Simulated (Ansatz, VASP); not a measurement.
**One calculation of Ge, two programs**

```
Ge
1.0
    -3.44487    3.44487    3.44487
     3.44487   -3.44487    3.44487
     3.44487    3.44487   -3.44487
Ge
4
Direct
  0.75000 0.75000 0.75000
  0.50000 0.00000 0.75000
  0.00000 0.75000 0.50000
  0.75000 0.50000 0.00000
```

Alike in both runs: functional PBE; k mesh 4 × 4 × 4; occupations gaussian, width 0.1 eV; no spin polarisation.

Ansatz relaxed the structure, and its values are those at the end. VASP's run is a single point on that final structure, the one shown.

|  | VASP | Ansatz |
| --- | --- | --- |
| version | VASP 6.6.1 | Ansatz 0.2.0 |
| potentials or method | VASP PAW PBE potentials, release 64 (Ge_d) | scalar-relativistic, plane waves, PAW |
| plane-wave cutoff (eV) | 520 | 420 |
| valence electrons in the cell | 56 | 56 |

```csv
,VASP,Ansatz,Ansatz less VASP
gap on the k mesh at the Fermi level (eV),none,none,-
pressure (GPa),0.1,0.1,+0.02
```

A gap of «none» marks a metal or a gap that the smearing closes. With one functional, cell and mesh, what is left measures potentials, basis and numerics.
